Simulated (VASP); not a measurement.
Input of a VASP 6.6.1 run:

Contents of INCAR:

```
SYSTEM = Mg
PREC = Accurate ; ENCUT = 520
EDIFF = 1E-7 ; ISMEAR = -1
SIGMA = 0.1 ; LREAL = .FALSE.
LASPH = .TRUE. ; NELM = 80
ALGO = Normal ; ISIF = 2
LWAVE = .FALSE. ; LCHARG = .FALSE.
GGA = RP ; NBANDS = 7
```

Contents of KPOINTS:

```
regular mesh
0
G
  13 13 13
  0 0 0
```

File POSCAR:

```
Mg
1.0
    0.0000000000      2.2549564397      2.2549564397
    2.2549564397      0.0000000000      2.2549564397
    2.2549564397      2.2549564397      0.0000000000
Mg
1
Direct
    0.0000000000      0.0000000000      0.0000000000
```

Potentials or basis: VASP PAW PBE potentials, release 64 (Mg).

Launch:

```bash
$ cat potpaw_PBE.64/Mg/POTCAR > POTCAR
$ mpirun -np 1 vasp_std > vasp.out
```

**Question.** What does it give for the band gap on the k mesh?

**Answer.** None (metal or under the smearing width).

**Question.** What does it give for the pressure?

**Answer.** 1.3 GPa.

Caveat: the PAW data sets were made with another functional, which shifts forces and pressure a little.
